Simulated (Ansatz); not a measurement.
SiC, DFT, PBE, all-electron LAPW, scalar-relativistic (Ansatz 0.2.0), run on 1 thread of Arm Neoverse V1 on a shared host.

The cell comes from COD entry 9008875, which wasn't checked; take it as a given geometry. The listed cell was then made from it by scaling, straining or moving an atom.

Command: `ansatz run input.yaml --threads 1 --pin off --max-ram 4096MiB --backend cpu --events-out ev --progress --plain --runs-dir out`

```yaml
crystal:
  lattice:
    - [3.1067581885, 0.0, 0.0]
    - [-1.5533790942, 2.6905315147, 0.0]
    - [0.0, 0.0, 5.048]
  atoms:
    - { symbol: Si, position: [0.3333333333, 0.6666666667, 0.0] }
    - { symbol: Si, position: [0.6666666667, 0.3333333333, 0.5] }
    - { symbol: C, position: [0.3333333333, 0.6666666667, 0.385] }
    - { symbol: C, position: [0.6666666667, 0.3333333333, 0.885] }
kpoints:
  mp_grid: { grid: [15, 15, 8] }
  band_path:
    path:
      - [0.0, 0.0, 0.0]
      - [0.5, 0.0, 0.0]
      - [0.3333333333, 0.3333333333, 0.0]
      - [0.0, 0.0, 0.0]
      - [0.0, 0.0, 0.5]
      - [0.5, 0.0, 0.5]
      - [0.3333333333, 0.3333333333, 0.5]
      - [0.0, 0.0, 0.5]
      - [0.5, 0.0, 0.5]
    npoints: 5
scf:
  occupations: { method: fermi_dirac, width: 0.08 }
hamiltonian:
  xc: pbe
  pseudopotentials: { kind: all_electron, lapw: { basis_error: 0.001 } }
output:
  forces: true
  stress: true
  eigenvalues: true
```

**Question.** How large is the problem that the program sets up?

**Answer.** 135 irreducible k-points, 615 plane waves at Γ, 22 bands.

**Question.** Estimate the wall time and the peak memory.

**Answer.** 84 s of wall time for 8 SCF iterations, with a peak of 0.56 GiB. Times on shared machines scatter by tens of per cent.
